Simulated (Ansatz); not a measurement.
All numbers below come from Ansatz 0.2.0, DFT PBE, scalar-relativistic, plane waves, PAW. All cells share a 420 eV cutoff and Γ-centred k meshes spaced at most about 0.3 Å⁻¹ (about 0.25 or finer for metals, 2π included). No spin polarisation in the final relaxations.

All energies are static (0 K, no zero-point motion).

Two forms of B2P3 were relaxed alike.

1.

```
B P
1.0
     3.92592    0.00000    0.00000
    -1.96296    3.39994    0.00000
     0.00000    0.00000    4.23962
B P
2 3
Direct
  0.33333 0.66667 0.50000
  0.66667 0.33333 0.50000
  0.33333 0.66667 0.00000
  0.66667 0.33333 0.00000
  0.00000 0.00000 0.50000
```

2.

```
B P
1.0
     5.32432    0.00000    0.00000
    -2.66216    4.61100    0.00000
     0.00000    0.00000    2.96807
B P
2 3
Direct
  0.33333 0.66667 0.00000
  0.66667 0.33333 0.00000
  0.50000 0.00000 0.50000
  0.00000 0.50000 0.50000
  0.50000 0.50000 0.50000
```

Task: Which form is favoured at zero pressure, and by what margin per atom?

Result: Cell 1 is lower, by 53 meV/atom. Cell 1 has space group P6/mmm (No. 191), 11.3 Å³/atom and no gap on its mesh; cell 2 has space group P6/mmm (No. 191), 14.6 Å³/atom and no gap. Counting P atoms around B (those within 1.25 times the shortest such distance or 1.15 times the sum of covalent radii, 1.27 where that leaves under three), cell 1 has B 5 and cell 2 has B 6. Cell 1 holds P–P nets (shortest 2.27 Å); in cell 2 the shortest P–P distance is 2.66 Å, near bonding range too. The denser one is the lower, and pressure would at first widen the difference. Even the lower one lies +0.79 eV/atom against the reference forms of the elements (uncorrected), so neither is stable at this level. Both come from invented guesses. A third cell relaxed alike, in P-62m, lies 0.52 eV/atom below the lower of the two.

In P6/mmm at 11.3 Å³/atom, P6/mmm at 14.6 Å³/atom an odd number of electrons in the primitive cell allows no gap without spin; a larger cell or a magnetic state could open one. A magnetic state wasn't ruled out in cells without spin, among them P6/mmm at 11.3 Å³/atom, P6/mmm at 14.6 Å³/atom. Cells relaxed within their symmetry can be saddle points.
